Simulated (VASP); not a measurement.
VASP 6.6.1, r²SCAN single-point calculation, BaO (strained measured structure)

INCAR

```
NELM = 120
METAGGA = R2SCAN
LWAVE = .FALSE.
NBANDS = 15
PREC = Accurate
ENCUT = 520
NSW = 0
LREAL = .FALSE.
ALGO = Normal
IBRION = -1
LASPH = .TRUE.
ISIF = 2
ISMEAR = 0
EDIFF = 1E-7
SIGMA = 0.01
LCHARG = .FALSE.
```

KPOINTS

```
KPOINTS created by Atomic Simulation Environment
0
Gamma
8 8 8
0 0 0
```

KPOINTS_OPT

```
special points
7
Reciprocal
0.0000000000 0.0000000000 0.0000000000 1
0.5000000000 0.0000000000 0.5000000000 1
0.6250000000 0.2500000000 0.6250000000 1
0.3750000000 0.3750000000 0.7500000000 1
0.5000000000 0.5000000000 0.5000000000 1
0.5000000000 0.2500000000 0.7500000000 1
0.0000000000 0.5000000000 0.5000000000 1
```

POSCAR

```
Ba O
 1.0000000000000000
     0.0000000000000000    2.6976547784000000    2.6976547784000000
     2.6976547784000000    0.0000000000000000    2.6976547784000000
     2.6976547784000000    2.6976547784000000    0.0000000000000000
 Ba  O
   1   1
Cartesian
  0.0000000000000000  0.0000000000000000  0.0000000000000000
  2.6976547784000000  2.6976547784000000  2.6976547784000000
```

VASP ran with the recommended PBE PAW datasets (16 valence electrons in the cell).

Command

```
mpirun -np 1 vasp_std
```

OSZICAR

```
N       E                     dE             d eps       ncg     rms          rms(c)
DAV:   1     0.516458913722E+02    0.51646E+02   -0.82652E+03   870   0.103E+03
DAV:   2    -0.414514399700E+02   -0.93097E+02   -0.81533E+02  1242   0.212E+02
DAV:   3    -0.452260289507E+02   -0.37746E+01   -0.37457E+01  1083   0.420E+01
DAV:   4    -0.452723464611E+02   -0.46318E-01   -0.46313E-01  1060   0.497E+00
DAV:   5    -0.452730201237E+02   -0.67366E-03   -0.67366E-03  1094   0.501E-01    0.950E+00
DAV:   6    -0.375749389812E+02    0.76981E+01   -0.53268E+00   989   0.206E+01    0.443E+00
DAV:   7    -0.377108616058E+02   -0.13592E+00   -0.23464E-01   982   0.414E+00    0.247E+00
DAV:   8    -0.377110987784E+02   -0.23717E-03   -0.11859E-01   891   0.340E+00    0.522E-01
DAV:   9    -0.377085419289E+02    0.25568E-02   -0.25891E-02  1136   0.125E+00    0.272E-01
DAV:  10    -0.377096017409E+02   -0.10598E-02   -0.11355E-02   898   0.951E-01    0.300E-01
DAV:  11    -0.377076733896E+02    0.19284E-02   -0.42466E-03   954   0.518E-01    0.121E-02
DAV:  12    -0.377076661635E+02    0.72261E-05   -0.17488E-04   927   0.120E-01    0.311E-02
DAV:  13    -0.377076578067E+02    0.83569E-05   -0.37609E-06  1087   0.211E-02    0.142E-02
DAV:  14    -0.377076536446E+02    0.41620E-05   -0.15518E-05   975   0.303E-02    0.601E-03
DAV:  15    -0.377076538534E+02   -0.20872E-06   -0.82795E-07   954   0.810E-03    0.465E-03
DAV:  16    -0.377076538874E+02   -0.34036E-07   -0.31722E-08   492   0.144E-03
   1 F= -.37707654E+02 E0= -.37707654E+02  d E =-.147002E-75
       N       E                     dE             ncg
DAV:   1     0.309128580232E+03   -0.38770E+04      210
DAV:   2    -0.303597481637E+03   -0.61273E+03      302
DAV:   3    -0.327557961107E+03   -0.23960E+02      275
DAV:   4    -0.327814009116E+03   -0.25605E+00      252
DAV:   5    -0.327823254689E+03   -0.92456E-02      274
DAV:   6    -0.327823304403E+03   -0.49715E-04      245
DAV:   7    -0.327823305037E+03   -0.63397E-06      274
DAV:   8    -0.327823305046E+03   -0.81420E-08      196
```

From OUTCAR

```
k-points           NKPTS =     29   k-points in BZ     NKDIM =     29   number of bands    NBANDS=     15

   NELECT =      16.0000    total number of electrons

   dimension x,y,z NGX =    28 NGY =   28 NGZ =   28
   dimension x,y,z NGXF=    56 NGYF=   56 NGZF=   56

  energy-cutoff  :      520.00
  volume of cell :       39.26
      direct lattice vectors                 reciprocal lattice vectors
     0.000000000  2.697654778  2.697654778    -0.185346177  0.185346177  0.185346177
     2.697654778  0.000000000  2.697654778     0.185346177 -0.185346177  0.185346177
     2.697654778  2.697654778  0.000000000     0.185346177  0.185346177 -0.185346177

 k-points in reciprocal lattice and weights: KPOINTS created by Atomic Simulation Env
   0.00000000  0.00000000  0.00000000       0.002
   0.12500000  0.00000000  0.00000000       0.016
   0.25000000  0.00000000  0.00000000       0.016
   0.37500000  0.00000000  0.00000000       0.016
   0.50000000  0.00000000  0.00000000       0.008
   0.12500000  0.12500000  0.00000000       0.012
   0.25000000  0.12500000  0.00000000       0.047
   0.37500000  0.12500000  0.00000000       0.047
   ...

 E-fermi :   2.3852

 k-point     1 :       0.0000    0.0000    0.0000
  band No.  band energies     occupation
      1     -24.4897      2.00000
      2     -13.9854      2.00000
      3      -8.3852      2.00000
      4      -8.3852      2.00000
      5      -8.3852      2.00000
      6       1.6468      2.00000
      7       1.6468      2.00000
      8       1.6468      2.00000
      9       6.7474      0.00000
     10       7.2947      0.00000
     11       7.2947      0.00000
     12       7.2947      0.00000
     13       9.9463      0.00000
     14       9.9463      0.00000
     15      12.6740      0.00000

 k-point     2 :       0.1250    0.0000    0.0000
  band No.  band energies     occupation
      1     -24.4372      2.00000
      2     -14.1185      2.00000
      3      -8.4335      2.00000
      4      -8.4053      2.00000
      5      -8.4053      2.00000
      6       1.3166      2.00000
      7       1.4174      2.00000
      8       1.4174      2.00000
      9       7.0899      0.00000
     10       7.4731      0.00000
     11       7.6189      0.00000
     12       7.6189      0.00000
     13      10.4103      0.00000
     14      10.4103      0.00000
     15      13.7554      0.00000

 k-point     3 :       0.2500    0.0000    0.0000
  band No.  band energies     occupation
      1     -24.3059      2.00000
      2     -14.4438      2.00000
      3      -8.5417      2.00000
      4      -8.4525      2.00000
      5      -8.4525      2.00000
      6       0.6699      2.00000
      7       0.9289      2.00000
      8       0.9289      2.00000
      9       7.0591      0.00000
     10       8.5005      0.00000
     11       8.5005      0.00000
     12       9.0898      0.00000
     13      11.5560      0.00000
     14      11.5560      0.00000
     15      16.1164      0.00000

 k-point     4 :       0.3750    0.0000    0.0000
  band No.  band energies     occupation
      1     -24.1677      2.00000
      2     -14.7734      2.00000
      3      -8.6391      2.00000
      4      -8.4977      2.00000
      5      -8.4977      2.00000
      6       0.1365      2.00000
      7       0.5066      2.00000
      8       0.5066      2.00000
      9       7.3875      0.00000
     10       9.5865      0.00000
     11       9.5865      0.00000
     12      10.7384      0.00000
     13      12.9753      0.00000
     14      12.9753      0.00000
     15      17.5136      0.00000

 k-point     5 :       0.5000    0.0000    0.0000
  band No.  band energies     occupation
      1     -24.1082      2.00000
      2     -14.9114      2.00000
      3      -8.6765      2.00000
      4      -8.5159      2.00000
      5      -8.5159      2.00000
      6      -0.0637      2.00000
      7       0.3462      2.00000
      8       0.3462      2.00000
      9       7.6271      0.00000
     10      10.1247      0.00000
     11      10.1247      0.00000
     12      11.3961      0.00000
     13      14.0122      0.00000
     14      14.0122      0.00000
     15      16.8967      0.00000

 k-point     6 :       0.1250    0.1250    0.0000
  band No.  band energies     occupation
      1     -24.4202      2.00000
      2     -14.1416      2.00000
      3      -8.5008      2.00000
      4      -8.5008      2.00000
      5      -8.3366      2.00000
      6       0.9018      2.00000
      7       1.6343      2.00000
      8       1.6343      2.00000
      9       6.5459      0.00000
     10       7.4448      0.00000
     11       8.0110      0.00000
     12       8.0111      0.00000
     13      10.1870      0.00000
     14      10.8920      0.00000
     15      14.0504      0.00000

 k-point     7 :       0.2500    0.1250    0.0000
  band No.  band energies     occupation
      1     -24.3165      2.00000
      2     -14.3553      2.00000
      3      -8.6217      2.00000
      4      -8.6001      2.00000
      5      -8.4354      2.00000
      6       0.5187      2.00000
      7       1.3589      2.00000
      8       1.4248      2.00000
      9       6.2730      0.00000
     10       8.2514      0.00000
     11       8.9065      0.00000
     12       8.9507      0.00000
     13      10.8886      0.00000
     14      11.8386      0.00000
     15      15.9368      0.00000

 k-point     8 :       0.3750    0.1250    0.0000
  band No.  band energies     occupation
      1     -24.1813      2.00000
      2     -14.6416      2.00000
      3      -8.7297      2.00000
      4      -8.6465      2.00000
      5      -8.6252      2.00000
      6       0.3743      2.00000
      7       0.8202      2.00000
      8       0.9770      2.00000
      9       6.6910      0.00000
     10       8.9622      0.00000
     11       9.9139      0.00000
     12      10.5157      0.00000
     13      12.3447      0.00000
     14      12.8470      0.00000
     15      17.6377      0.00000

 k-point     9 :       0.5000    0.1250    0.0000
  band No.  band energies     occupation
      1     -24.0949      2.00000
      2     -14.8278      2.00000
      3      -8.8668      2.00000
      4      -8.6923      2.00000
      5      -8.6146      2.00000
      6       0.2789      2.00000
      7       0.5821      2.00000
      8       0.6145      2.00000
      9       7.4460      0.00000
     10       9.1374      0.00000
     11      10.3747      0.00000
     12      11.6609      0.00000
     13      13.7441      0.00000
     14      13.9775      0.00000
     15      16.8359      0.00000

 k-point    10 :      -0.3750    0.1250    0.0000
  band No.  band energies     occupation
      1     -24.1141      2.00000
      2     -14.7978      2.00000
      3      -8.9366      2.00000
      4      -8.6273      2.00000
      5      -8.5220      2.00000
      6       0.1604      2.00000
      7       0.4209      2.00000
      8       0.9498      2.00000
      9       7.5115      0.00000
     10       9.1908      0.00000
     11       9.7947      0.00000
     12      11.2871      0.00000
     13      13.3692      0.00000
     14      14.1409      0.00000
     15      16.4855      0.00000

 k-point    11 :      -0.2500    0.1250    0.0000
  band No.  band energies     occupation
      1     -24.2258      2.00000
      2     -14.5737      2.00000
      3      -8.8449      2.00000
      4      -8.5196      2.00000
      5      -8.4208      2.00000
      6       0.3479      2.00000
      7       0.5593      2.00000
      8       1.3850      2.00000
      9       6.9962      0.00000
     10       8.6904      0.00000
     11       8.8954      0.00000
     12      10.0283      0.00000
     13      12.3799      0.00000
     14      12.4137      0.00000
     15      17.3139      0.00000

 k-point    12 :      -0.1250    0.1250    0.0000
  band No.  band energies     occupation
      1     -24.3588      2.00000
      2     -14.2945      2.00000
      3      -8.6291      2.00000
      4      -8.4342      2.00000
      5      -8.3716      2.00000
      6       0.7986      2.00000
      7       0.9536      2.00000
      8       1.6113      2.00000
      9       6.8452      0.00000
     10       7.8595      0.00000
     11       8.0132      0.00000
     12       8.7652      0.00000
     13      10.8984      0.00000
     14      11.3132      0.00000
     15      15.2085      0.00000

 k-point    13 :       0.2500    0.2500    0.0000
  band No.  band energies     occupation
      1     -24.2520      2.00000
      2     -14.3664      2.00000
      3      -8.7688      2.00000
      4      -8.7688      2.00000
      5      -8.7307      2.00000
      6       0.5825      2.00000
      7       1.6993      2.00000
      8       1.6993      2.00000
      9       5.3642      0.00000
     10       8.4742      0.00000
     11       9.8134      0.00000
     12       9.8134      0.00000
     13      10.8514      0.00000
     14      12.2320      0.00000
     15      17.0982      0.00000

 ...

  Total        2.3926962      2.3926962      2.3926962      0.0000000      0.0000000      0.0000000
  in kB       97.6357887     97.6357887     97.6357887      0.0000000      0.0000000      0.0000000
  external PRESSURE =      97.6357887 kB  Pullay stress =       0.0000000 kB

 POSITION                                       TOTAL-FORCE (eV/Angst)
 -----------------------------------------------------------------------------------
      0.00000      0.00000      0.00000         0.000000      0.000000     -0.000000
      2.69765      2.69765      2.69765         0.000000     -0.000000      0.000000
 -----------------------------------------------------------------------------------
    total drift:                                0.000000      0.000000      0.000000

  FREE ENERGIE OF THE ION-ELECTRON SYSTEM (eV)
  ---------------------------------------------------
  free  energy   TOTEN  =       -37.7076538874 eV

  energy  without entropy=      -37.7076538874  energy(sigma->0) =      -37.70765389
```

```json
{"gap between bands v and c": "2.00 eV", "least direct gap": "2.00 eV", "pressure": "9.8 GPa"}
```

Band v is the last that the valence electrons fill when counted band by band, and c is the next.

The run took about 68 s on one core of a shared host (Intel Xeon Platinum 8488C) and held 0.18 GiB at most.
